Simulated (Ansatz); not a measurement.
Sn: pressure and energy change per atom against volume scale

Results calculated with Ansatz 0.2.0, not measured. Plane-wave DFT, scalar-relativistic PAW made under PBE with cores redone for the functional, no dispersion; the given relaxed cell is scaled uniformly, energy at zero smearing counts from the unscaled cell, pressure at the given Fermi-Dirac smearing is positive in compression.

The cell before it is scaled or strained (space group P6/mmm, No. 191):
```
cell vectors (Å)
   5.4095     0.0000     0.0000
  -2.7048     4.6848     0.0000
   0.0000     0.0000     3.2984
atoms (fractions of the cell vectors)
Sn  0.00000  0.00000  0.00000
Sn  0.33333  0.66667  0.50000
Sn  0.66667  0.33333  0.50000
```

Settings of every row: spin polarised no; functional PBE; wave cutoff 420 eV; smearing width 0.1 eV; k mesh 8x8x11.

Atom starting moment: 0 on all atoms.

Limits: the cell comes from a prototype or a list of computed structures and needn't be the stable phase.

| row | volume scale | V (Å³/atom) | pressure (GPa) | energy change per atom (meV) |
| --- | --- | --- | --- | --- |
| 1 | 0.88 | 24.52 | 8.54 | 84.24 |
| 2 | 0.92 | 25.634 | 5.19 | 36.8 |
| 3 | 0.96 | 26.749 | 2.52 | 10.11 |
| 4 | 1.04 | 28.978 | -1.32 | 3.19 |
| 5 | 1.08 | 30.092 | ? | ? |
| 6 | 1.12 | 31.207 | -3.78 | 39.51 |

Question: what pressure and energy change per atom should row 5 give?

Worked fit of pressure. Take u = (V_r/V)^(2/3) − 1 with V_r = 26.749 Å³ an atom, which is twice the finite (Eulerian) strain; such expansions in the strain, on which the Birch-Murnaghan equation of state is built, carry the rest volume and the bulk modulus. The shown rows have u = 0.05972, 0.02879, 0, -0.05196, -0.09766. Least squares give pressure = 2.534 + 86.68 × u + 227.2 × u² GPa; a straight line predicts inner rows, each left out in turn, worse (root mean square 0.64 against 0.048 GPa). The rows lie off it by 0.02, -0.03, -0.01, 0.04, -0.02. The pressure vanishes at u = -0.0319, or V = 28.08 Å³ an atom, and there the bulk modulus at fixed shape and fractions is B = −V dP/dV = (2/3)(1 + u) dP/du = 46.6 GPa. Letting shape and atoms relax would as a rule lower it, by much in layered, chain or molecular crystals. The withheld row has u = -0.07551, so the fit gives 2.534 + 86.68 × (-0.07551) + 227.2 × (-0.07551)² = -2.72 GPa.

The calculation gave -2.68 GPa. The fit lies 0.04 GPa (1.5 % of the value, 0.32 % of the column's range) below it; its largest miss of a shown row is 0.04 GPa.

Worked fit of energy change per atom. Take u = (V_r/V)^(2/3) − 1 with V_r = 26.749 Å³ an atom, which is twice the finite (Eulerian) strain; such expansions in the strain, on which the Birch-Murnaghan equation of state is built, carry the rest volume and the bulk modulus. The shown rows have u = 0.05972, 0.02879, 0, -0.05196, -0.09766. Least squares give energy change per atom = 10.273 + 651.79 × u + 9758.9 × u² meV; a straight line predicts inner rows, each left out in turn, worse (root mean square 28 against 0.57 meV). The rows lie off it by 0.24, -0.33, -0.16, 0.44, -0.18 (root mean square 0.29 meV). The withheld row has u = -0.07551, so the fit gives 10.273 + 651.79 × (-0.07551) + 9758.9 × (-0.07551)² = 16.70 meV.

The calculation gave 17.06 meV. The fit lies 0.36 meV (2.1 % of the value, 0.44 % of the column's range) below it; its largest miss of a shown row is 0.44 meV.
